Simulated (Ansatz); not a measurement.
# Kick test of a cell of CoH3

The structure comes from a generated guess, relaxed at this level; another structure or a mixture of phases may lie lower.

Computed with Ansatz 0.2.0, DFT PBE, scalar-relativistic, plane waves, PAW. Settings: cutoff 420 eV, Γ-centred mesh 14×14×14 on the computed 4-atom cell, Gaussian smearing of 0.10 eV; no spin polarisation.

The cell below (4 atoms, space group Pm-3m (No. 221)) is relaxed within its symmetry.

```yaml
crystal:
  lattice:
    - [2.61268, 0.00000, 0.00000]
    - [0.00000, 2.61268, 0.00000]
    - [0.00000, 0.00000, 2.61268]
  atoms:
    - { symbol: Co, position: [0.00000, 0.00000, 0.00000] }
    - { symbol: H, position: [0.00000, 0.50000, 0.50000] }
    - { symbol: H, position: [0.50000, 0.00000, 0.50000] }
    - { symbol: H, position: [0.50000, 0.50000, 0.00000] }
```

For the test a repeat of it with 8 atoms (edges 2.61, 2.61, 5.23 Å) was strained at random (σ = 1.5 % a component), the atoms were moved at random (σ = 0.05 Å), and all was relaxed again on a coarse 8×8×4 mesh (in the run’s order of axes) with 0.20 eV smearing, with no symmetry imposed.

Trial moments died out on the coarse mesh, so the last step has no spin; another magnetic start might hold.

Problem. Is the structure stable against such a distortion?

Solution. It doesn't return. The energy falls by 6 meV/atom on that mesh, the volume changes by 3.8 %, and the end has space group Amm2 (No. 38) at a loose tolerance. Relaxed again on a 6×12×12 mesh with 0.10 eV smearing, the new structure lies 5 meV/atom below the first (mesh in the axes of the run's cell; the cell below is made exact in the group named). Space group Amm2 (No. 38), orthorhombic, a = 2.623 Å, b = 3.688 Å, c = 3.812 Å. Co has 5 H at 1.65–1.71 Å, 2 H at 1.86 Å, 4 H at 2.05 Å and 1 H at 2.16 Å; H on a site of symmetry m has 1 H at 1.69 Å, 2 Co at 1.71 Å, 7 H at 1.83–1.99 Å and 2 Co at 2.05 Å; H on a site of symmetry mm2 is surrounded by 1 Co at 1.65 Å, 8 H at 1.83–1.90 Å, 2 Co at 1.86 Å and 1 Co at 2.16 Å.

```cif
data_structure
_symmetry_space_group_name_H-M 'P 1'
_symmetry_Int_Tables_number 1
_cell_length_a 2.6233
_cell_length_b 2.6521
_cell_length_c 2.6521
_cell_angle_alpha 88.113
_cell_angle_beta 90.000
_cell_angle_gamma 90.000
_cell_volume 18.44
loop_
_atom_site_label
_atom_site_type_symbol
_atom_site_fract_x
_atom_site_fract_y
_atom_site_fract_z
_atom_site_occupancy
Co1 Co 0.50000 0.05135 0.05135 1
H1 H 0.00000 0.00402 0.46315 1
H2 H 0.50000 0.48438 0.48438 1
H3 H 0.00000 0.46315 0.00402 1
```
